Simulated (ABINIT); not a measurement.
Runs of ABINIT 10.8.3 (patched build) on Pb. It takes space group P6_3/mmc (No. 194, hexagonal). The conventional cell has a = 3.480 Å, b = 3.480 Å, c = 5.590 Å, α = 90.00°, β = 90.00°, γ = 120.00°. Around Pb (site symmetry -6m2) lie 12 Pb at 3.44 to 3.48 Å. This isn't the form of Pb at room conditions, which is fcc.

```tsv
level	gap on the mesh (eV)	pressure (GPa)	relaxed volume (Å³/atom)
BLYP	none	0.0	34.99
PBE	none	0.0	31.82
LDA	none	0.1	28.84
RPBE	none	0.0	(a)
PBEsol	none	0.0	(b)
```

Alike in all rows: task relaxation of cell and atoms; potentials or basis JTH PAW PBE v2.0; no spin polarisation; cell relaxed; k mesh 7 × 7 × 4; cutoff (eV) 707; smearing fermi-dirac 0.05 eV.

Estimate the missing entries.

(a) 33.24; (b) 29.80.

Caveats: the PAW data sets were made with another functional, which shifts forces and pressure a little (some runs); the volume moved by over 15 % at a fixed basis, so the end points are rough (some runs).

A k mesh can miss the band edges, and the runs leave out spin-orbit coupling on Pb.

A gap of «none» marks a metal or a gap under the smearing width.
